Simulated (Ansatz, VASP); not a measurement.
# W in VASP and in Ansatz

```
W
1.0
    -1.56745    1.56745    1.56745
     1.56745   -1.56745    1.56745
     1.56745    1.56745   -1.56745
W
1
Direct
  0.00000 0.00000 0.00000
```

Alike in both runs: functional LDA; k mesh 16 × 16 × 16; occupations gaussian, width 0.1 eV; no spin polarisation.

Ansatz relaxed the structure, and its values are those at the end. VASP's run is a single point on that final structure, the one shown.

```csv
,VASP,Ansatz
version,VASP 6.6.1,Ansatz 0.2.0
potentials or method,"VASP PAW LDA potentials, release 64 (W_sv)","scalar-relativistic, plane waves, PAW"
plane-wave cutoff (eV),520,600
valence electrons in the cell,14,14
```

|  | VASP | Ansatz | Ansatz less VASP |
| --- | --- | --- | --- |
| gap on the k mesh at the Fermi level (eV) | none | none | - |
| pressure (GPa) | 1.9 | 0.0 | -1.90 |

A gap of «none» marks a metal or a gap that the smearing closes. Ansatz warned: «pseudo_functional_mismatch».

Spin-orbit coupling is left out, which matters for the levels of W.
